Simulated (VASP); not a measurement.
# Al (Fm-3m) in VASP: a series of runs

The runs below take Al through relaxation of cell and atoms, vibrations by finite differences, with LDA.

Everything below comes from runs of VASP 6.6.1. Logs are shortened: lines on timing, memory, paths and dates and some standing lists are left out, and cuts for length are marked.

## Step 1: Starting point

It takes space group Fm-3m (No. 225, cubic). Conventional cell: a = 4.050 Å, b = 4.050 Å, c = 4.050 Å, α = 90.00°, β = 90.00°, γ = 90.00°. Al (site symmetry m-3m) has 12 Al at 2.86 Å as nearest neighbours.

## Step 2: Relaxation of cell and atoms, LDA

INCAR reads:

```
PREC     = Accurate       # precision mode
ENCUT    = 520            # plane-wave cutoff, eV
EDIFF    = 1E-7           # SCF threshold, eV
ISMEAR   = 0              # smearing method
SIGMA    = 0.1            # smearing width, eV
LREAL    = F              # projectors in reciprocal space
LASPH    = T              # aspherical terms in the spheres
NELM     = 80             # most SCF steps
ALGO     = Normal         # electronic algorithm
ISIF     = 3              # what is computed and relaxed
LWAVE    = F              # write WAVECAR
LCHARG   = F              # write CHGCAR
GGA      = CA             # functional
IBRION   = 2              # ionic algorithm
NSW      = 80             # ionic steps
EDIFFG   = -0.002         # ionic threshold
```

KPOINTS reads:

```
regular mesh
0
Gamma
  18 18 18
```

POSCAR reads:

```
Al
1.0
    0.0000000000      2.0248050000      2.0248050000
    2.0248050000      0.0000000000      2.0248050000
    2.0248050000      2.0248050000      0.0000000000
Al
1
Direct
    0.0000000000      0.0000000000      0.0000000000
```

Potentials or basis: VASP PAW LDA potentials, release 64 (Al).

Command:

```sh
> cat potpaw_LDA.64/Al/POTCAR > POTCAR
> mpirun -np 1 vasp_std > vasp.out
```

OUTCAR:

```text
PREC = Accurate
   ENCUT = 520
   EDIFF = 1E-7
   ISMEAR = 0
   LREAL = F
   LASPH = T
   NELM = 80
   ISIF = 3
   GGA = CA
   IBRION = 2
   NSW = 80
   EDIFFG = -0.002

 ion  position               nearest neighbor table
   1  0.000  0.000  0.000-

  LATTYP: Found a face centered cubic cell.
 ALAT       =     4.0496100000

  Lattice vectors:

 A1 = (   0.0000000000,   2.0248050000,   2.0248050000)
 A2 = (   2.0248050000,   0.0000000000,   2.0248050000)
 A3 = (   2.0248050000,   2.0248050000,   0.0000000000)

Analysis of symmetry for initial positions (statically):
=====================================================================
 Subroutine PRICEL returns:
 Original cell was already a primitive cell.

 Routine SETGRP: Setting up the symmetry group for a
 face centered cubic supercell.

 Subroutine GETGRP returns: Found 48 space group operations
 (whereof 48 operations were pure point group operations)
 out of a pool of 48 trial point group operations.

The static configuration has the point symmetry O_h .

Analysis of symmetry for dynamics (positions and initial velocities):
=====================================================================
 Subroutine PRICEL returns:
 Original cell was already a primitive cell.

 Routine SETGRP: Setting up the symmetry group for a
 face centered cubic supercell.

 Subroutine GETGRP returns: Found 48 space group operations
 (whereof 48 operations were pure point group operations)
 out of a pool of 48 trial point group operations.

The dynamic configuration has the point symmetry O_h .

 Subroutine INISYM returns: Found 48 space group operations
 (whereof 48 operations are pure point group operations),
 and found     1 'primitive' translations

----------------------------------------------------------------------------------------

                                     Primitive cell

  volume of cell :      16.6027

  direct lattice vectors                    reciprocal lattice vectors
     0.000000000  2.024805000  2.024805000    -0.246937359  0.246937359  0.246937359
     2.024805000  0.000000000  2.024805000     0.246937359 -0.246937359  0.246937359
     2.024805000  2.024805000  0.000000000     0.246937359  0.246937359 -0.246937359

  length of vectors
     2.863506692  2.863506692  2.863506692     0.427708053  0.427708053  0.427708053

  position of ions in fractional coordinates (direct lattice)
     0.000000000  0.000000000  0.000000000

  ion indices of the primitive-cell ions
   primitive index   ion index
                 1           1

----------------------------------------------------------------------------------------

 KPOINTS: regular mesh

Automatic generation of k-mesh.
 Grid dimensions read from file:
 generate k-points for:   18   18   18

 Generating k-lattice:

  Cartesian coordinates                     Fractional coordinates (reciprocal lattice)
    -0.013718742  0.013718742  0.013718742     0.055555556  0.000000000  0.000000000
     0.013718742 -0.013718742  0.013718742     0.000000000  0.055555556  0.000000000
     0.013718742  0.013718742 -0.013718742     0.000000000  0.000000000  0.055555556

  Length of vectors
     0.023761558  0.023761558  0.023761558

  Shift w.r.t. Gamma in fractional coordinates (k-lattice)
     0.000000000  0.000000000  0.000000000

 Subroutine IBZKPT returns following result:
 ===========================================

 Found    195 irreducible k-points:

 Following reciprocal coordinates:
            Coordinates               Weight
  0.000000  0.000000  0.000000      1.000000
  0.055556  0.000000  0.000000      8.000000
  0.111111  0.000000  0.000000      8.000000
  0.166667  0.000000  0.000000      8.000000
  0.222222  0.000000  0.000000      8.000000
  0.277778  0.000000  0.000000      8.000000
[... 16 lines left out ...]
 -0.277778  0.055556  0.000000     24.000000
 -0.222222  0.055556  0.000000     24.000000
 [... further k-points ...]
   k-points           NKPTS =    195   k-points in BZ     NKDIM =    195   number of bands    NBANDS=      5
   number of dos      NEDOS =    301   number of ions     NIONS =      1
   total plane-waves  NPLWV =  13824
   dimension x,y,z NGX =    24 NGY =   24 NGZ =   24
   dimension x,y,z NGXF=    48 NGYF=   48 NGZF=   48
   ions per type =               1
   NGX,Y,Z   is equivalent  to a cutoff of  13.93, 13.93, 13.93 a.u.
   NGXF,Y,Z  is equivalent  to a cutoff of  27.87, 27.87, 27.87 a.u.
 SYSTEM =  unknown system
   PREC   = accura    normal or accurate (medium, high low for compatibility)
   ISTART =      0    job   : 0-new  1-cont  2-samecut
   ICHARG =      2    charge: 1-file 2-atom 10-const
   ISPIN  =      1    spin polarized calculation?
   LNONCOLLINEAR =      F non collinear calculations
   LSORBIT =      F    spin-orbit coupling
   LASPH  =      T    aspherical Exc in radial PAW
   ENCUT  =  520.0 eV  38.22 Ry    6.18 a.u.   5.32  5.32  5.32*2*pi/ulx,y,z
   NELM   =     80;   NELMIN=  2; NELMDL= -5     # of ELM steps
   EDIFF  = 0.1E-06   stopping-criterion for ELM
   LREAL  =      F    real-space projection
   EDIFFG = -.2E-02   stopping-criterion for IOM
   NSW    =     80    number of steps for IOM
   IBRION =      2    ionic relax: 0-MD 1-quasi-New 2-CG
   NFREE  =      1    steps in history (QN), initial steepest desc. (CG)
   ISIF   =      3    stress and relaxation
   ISYM   =      2    0-nonsym 1-usesym 2-fastsym
   POTIM  = 0.5000    time-step for ionic-motion
   TEBEG  =    0.0;   TEEND  =   0.0 temperature during run
   PSTRESS=    0.0 pullay stress
   NELECT =       3.0000    total number of electrons
   NUPDOWN=      -1.0000    fix difference up-down
   EMIN   =  10.00;   EMAX   =-10.00  energy-range for DOS
   EFERMI =   0.00;   METHOD = LEGACY
   ISMEAR =     0;   SIGMA  =   0.10  broadening in eV -4-tet -1-fermi 0-gaus
   EFERMI_NEDOS =   21; number of points for ismear=-14 and -15
   IALGO  =     38    algorithm
   IMIX   =      4    mixing-type and parameters
     AMIX     =   0.40;   BMIX     =  1.00
     AMIX_MAG =   1.60;   BMIX_MAG =  1.00
  volume/ion in A,a.u.               =      16.60       112.04
  Fermi-wavevector in a.u.,A,eV,Ry     =   0.925526  1.748991 11.654733  0.856599
  Thomas-Fermi vector in A             =   2.051390
   LORBIT       =      0    0 simple, 1 ext, 2 COOP (PROOUT), +10 PAW based schemes
   GGA     = CA    functional components
   LHFCALC =     F    Hartree Fock is set to
   AEXX    =    0.0000 exact exchange contribution
   IVDW    =     0    specifies the selected vdW correction
   LEPSILON=     F    determine dielectric tensor
   LRPA    =     F    only Hartree local field effects (RPA)
 conjugate gradient relaxation of ions
 non-spin polarized calculation
 Gauss-broadening in eV      SIGMA  =   0.10
  energy-cutoff  :      520.00
  volume of cell :       16.60
 maximum number of plane-waves:       459
 NGX is ok and might be reduce to    24
   NGX = 11   NGY = 11   NGZ = 11

--------------------------------------- Ionic step        1  -------------------------------------------

 number of electron       3.0000000 magnetization

 Free energy of the ion-electron system (eV)
  ---------------------------------------------------
  ext. energy  EPLUGINS =         0.00000000
  ---------------------------------------------------
  free energy    TOTEN  =        -4.18099724 eV

  energy without entropy =       -4.17833880  energy(sigma->0) =       -4.17966802

------------------------ aborting loop because EDIFF is reached ----------------------------------------

  FORCE on cell =-STRESS in cart. coord.  units (eV):
  Direction    XX          YY          ZZ          XY          YZ          ZX
  --------------------------------------------------------------------------------------
  -------------------------------------------------------------------------------------
  Total       -0.3729257     -0.3729257     -0.3729257      0.0000000     -0.0000000      0.0000000
  in kB      -35.9876367    -35.9876367    -35.9876367      0.0000000     -0.0000000      0.0000000
  external PRESSURE =     -35.9876367 kB  Pullay stress =       0.0000000 kB
[... 55 lines left out ...]
  energy  without entropy=       -4.1870551940  energy(sigma->0) =       -4.18854691

--------------------------------------- Ionic step        3  -------------------------------------------

 number of electron       3.0000000 magnetization

 Free energy of the ion-electron system (eV)
  ---------------------------------------------------
  ext. energy  EPLUGINS =         0.00000000
  ---------------------------------------------------
  free energy    TOTEN  =        -4.19018687 eV

  energy without entropy =       -4.18719890  energy(sigma->0) =       -4.18869288

 E-fermi :   8.2283     XC(G=0): -10.5010

 val. band max:        8.2106239410   @ k =  -0.2778   0.2778   0.0556
 cond. band min:       8.2355743529   @ k =  -0.4444   0.3333   0.1111
 fundamental gap:      0.0249504119
 Fermi energy:         8.2283155732

 k-point     1 :       0.0000    0.0000    0.0000
  band No.  band energies     occupation
      1      -3.1574      2.00000
      2      21.0388      0.00000
      3      21.0388      0.00000
      4      21.0388      0.00000
      5      22.6875      0.00000

 k-point     2 :       0.0556    0.0000    0.0000
  band No.  band energies     occupation
      1      -3.0714      2.00000
      2      19.5354      0.00000
      3      20.7441      0.00000
      4      20.7441      0.00000
      5      23.1152      0.00000
[... 169 lines left out ...]
 k-point    24 :      -0.2222    0.0556    0.0000
  band No.  band energies     occupation
      1      -1.4746      2.00000
      2      12.1539      0.00000
      3      17.7132      0.00000
      4      20.6056      0.00000
      5      22.3741      0.00000

 [... further k-points ...]

------------------------ aborting loop because EDIFF is reached ----------------------------------------

  FORCE on cell =-STRESS in cart. coord.  units (eV):
  Direction    XX          YY          ZZ          XY          YZ          ZX
  --------------------------------------------------------------------------------------
  -------------------------------------------------------------------------------------
  Total        0.0003154      0.0003154      0.0003154     -0.0000000      0.0000000     -0.0000000
  in kB        0.0319454      0.0319454      0.0319454     -0.0000000      0.0000000     -0.0000000
  external PRESSURE =       0.0319454 kB  Pullay stress =       0.0000000 kB
[... 16 lines left out ...]
  FREE ENERGIE OF THE ION-ELECTRON SYSTEM (eV)
  ---------------------------------------------------
  free  energy   TOTEN  =        -4.1901868684 eV

  energy  without entropy=       -4.1871988962  energy(sigma->0) =       -4.18869288

 reached required accuracy - stopping structural energy minimisation
```

Run time: 7.8 s. Hardware: 1 thread of Intel Xeon 6975P-C (Granite Rapids), shared host; peak memory 0.13 GiB.

Results:

| Item | Value |
| --- | --- |
| Free energy | -4.1902 eV |
| Relaxed volume | 15.82 Å³/atom |
| Relaxed cell | a = 2.818 Å, b = 2.818 Å, c = 2.818 Å, α = 60.00°, β = 60.00°, γ = 60.00° |
| Space group after relaxing (to 0.05 Å) | Fm-3m (No. 225) |
| Energy gained by relaxing | 9.2 meV/atom |
| Ionic steps | 3 |
| Pressure after relaxing | 0.0 GPa |
| Band gap on the k mesh | none (metal or under the smearing width) |

Step by step:
```tsv
step	energy change (eV)	largest force (eV/Å)	pressure (GPa)	volume (Å³)
1	0.0000	0.0000	-3.60	16.60
2	-0.0090	0.0000	0.50	15.72
3	-0.0092	0.0000	0.00	15.82
```

Final structure:
```
Al
1.0
     0.00000    1.99235    1.99235
     1.99235    0.00000    1.99235
     1.99235    1.99235    0.00000
Al
1
Direct
  0.00000 0.00000 0.00000
```

LDA usually gives volumes a few per cent too small. Zero-point motion and thermal expansion aren't in these numbers.

## Step 3: Relaxation of cell and atoms, LDA

This run uses another cell than the first one, of 15.82 Å³/atom, 0.953 times its volume.

INCAR is that of step 2.

KPOINTS is that of step 2.

POSCAR reads:

```
Al                                      
1.0
   -0.0000000000      1.9923467079      1.9923467079
    1.9923467079     -0.0000000000      1.9923467079
    1.9923467079      1.9923467079      0.0000000000
  Al            
     1
Direct
     0.0000000000000000    0.0000000000000000    0.0000000000000000
```

Potentials or basis: VASP PAW LDA potentials, release 64 (Al).

Command:

```sh
> cat potpaw_LDA.64/Al/POTCAR > POTCAR
> mpirun -np 1 vasp_std > vasp.out
```

It took 4 s on 1 thread of Intel Xeon 6975P-C (Granite Rapids), shared host; peak memory 0.13 GiB.

The run converged. Its results:

```yaml
Free_energy: -4.1902 eV
Pressure_after_relaxing: 0.0 GPa
Band_gap_on_the_k_mesh: none (metal or under the smearing width)
```

Final structure:
```xyz
1
Lattice="0.0000 1.9923 1.9923 1.9923 0.0000 1.9923 1.9923 1.9923 0.0000" Properties=species:S:1:pos:R:3 pbc="T T T"
Al    0.0000    0.0000    0.0000
```

Levels at points of the mesh, in eV from the Fermi level:
| k point | band 1 | band 2 | band 3 | band 4 | band 5 |
| --- | --- | --- | --- | --- | --- |
| (0.00, 0.00, 0.00) | -11.39 | 12.81 | 12.81 | 12.81 | 14.46 |
| (0.50, 0.00, 0.00) | -4.71 | -4.44 | 11.64 | 11.64 | 11.70 |
| (0.50, 0.50, 0.00) | -2.99 | -1.61 | 5.31 | 5.74 | 5.74 |

Caveat: the relaxation stopped at its first step, so nothing moved.

## Step 4: Vibrations by finite differences, LDA

This run uses another cell than the first one, of 15.82 Å³/atom, 0.953 times its volume.

INCAR reads:

```
SYSTEM = Al
PREC = Accurate
ENCUT = 520
EDIFF = 1E-8
ISMEAR = 0
SIGMA = 0.1
LREAL = .False.
LASPH = .True.
NELM = 80
ALGO = Normal
ISIF = 3
LWAVE = .False.
LCHARG = .False.
GGA = CA
IBRION = 6
NFREE = 2
POTIM = 0.015
NSW = 1
```

KPOINTS reads:

```
regular mesh
0
Gamma
  18 18 18
  0 0 0
```

POSCAR reads:

```
Al                                      
1.0
    0.0000000000      1.9923467079      1.9923467079
    1.9923467079      0.0000000000      1.9923467079
    1.9923467079      1.9923467079      0.0000000000
  Al            
     1
Direct
     0.0000000000000000    0.0000000000000000    0.0000000000000000
```

Command:

```sh
> cat potpaw_LDA.64/Al/POTCAR > POTCAR
> mpirun -np 1 vasp_std > vasp.out
```

Run time: 2.5 min. Hardware: 1 thread of Intel Xeon 6975P-C (Granite Rapids), shared host; peak memory 0.33 GiB.

It converged, with:

```yaml
Elastic_constants_C11_C12_C44: 89, 83, 5 GPa
Voigt_bulk_modulus: 85 GPa
```

Elastic tensor in Voigt notation (GPa, in the Cartesian axes of the cell as first typed):
```
89 83 83  0  0  0
83 89 83  0  0  0
83 83 89  0  0  0
 0  0  0  5  0  0
 0  0  0  0  5  0
 0  0  0  0  0  5
```

Clamped-ion elastic tensor (GPa):
```
89 83 83  0  0  0
83 89 83  0  0  0
83 83 89  0  0  0
 0  0  0  5  0  0
 0  0  0  0  5  0
 0  0  0  0  0  5
```

Caveat: elastic constants of metals need much finer meshes, so these are rough.
